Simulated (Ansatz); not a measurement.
Set up this calculation in Ansatz 0.2.0, as the native input.

- Task: band structure
- Functional: PBE
- Potentials or basis: Ansatz PAW
- Cutoff: 420 eV (not typed: the program's choice for these potentials)
- k mesh: 8 × 8 × 8
- Occupations: fermi-dirac, width 0.05 eV
- Spin: spin-orbit coupling, no magnetisation
- Path: [["G", "X", "W", "K", "G", "L", "U", "W", "L", "K"], ["U", "X"]]
- Points for each segment of the path: 14

Crystal: InAs.

```xyz
2
Lattice="0.0000 3.0180 3.0180 3.0180 0.0000 3.0180 3.0180 3.0180 0.0000" Properties=species:S:1:pos:R:3 pbc="T T T"
In    0.0000    0.0000    0.0000
As    4.5270    4.5270    4.5270
```

One way to write it, as run:

input.yaml

```yaml
crystal:
  lattice:
    - [0.0, 3.018, 3.018]
    - [3.018, 0.0, 3.018]
    - [3.018, 3.018, 0.0]
  atoms:
    - { symbol: In, position: [0.0, 0.0, 0.0] }
    - { symbol: As, position: [0.75, 0.75, 0.75] }
hamiltonian:
  xc: pbe
  pseudopotentials: { kind: paw_fr }
magnetization:
  noncollinear: true
  spin_orbit: true
kpoints:
  mp_grid: { grid: [8, 8, 8] }
  band_path:
    path:
      - [[0.0, 0.0, 0.0], [0.5, 0.0, 0.5], [0.5, 0.25, 0.75], [0.375, 0.375, 0.75], [0.0, 0.0, 0.0], [0.5, 0.5, 0.5], [0.625, 0.25, 0.625], [0.5, 0.25, 0.75], [0.5, 0.5, 0.5], [0.375, 0.375, 0.75]]
      - [[0.625, 0.25, 0.625], [0.5, 0.0, 0.5]]
    npoints: 14
scf:
  occupations: { method: fermi_dirac, width: 0.05 }
  n_extra_bands: 6
output:
  forces: true
  stress: true
  eigenvalues: true
  fatbands: false
```

Potentials or basis: Ansatz PAW.

The run is started by

```console
$ ansatz run input.yaml --threads 2 --pin off --max-ram 5120MiB --backend cpu --events-out ev --progress --plain --runs-dir out
```

Results of the run:

```yaml
Pressure: 4.2 GPa
Band_gap_on_the_k_mesh: none (metal or under the smearing width)
```

Caveat: this crystal is a semiconductor, whose small gap the functional closes, so the metal is an error of the method.

It took 21 s on 2 threads of Arm Neoverse V1 (shared host), peak memory 0.56 GiB.
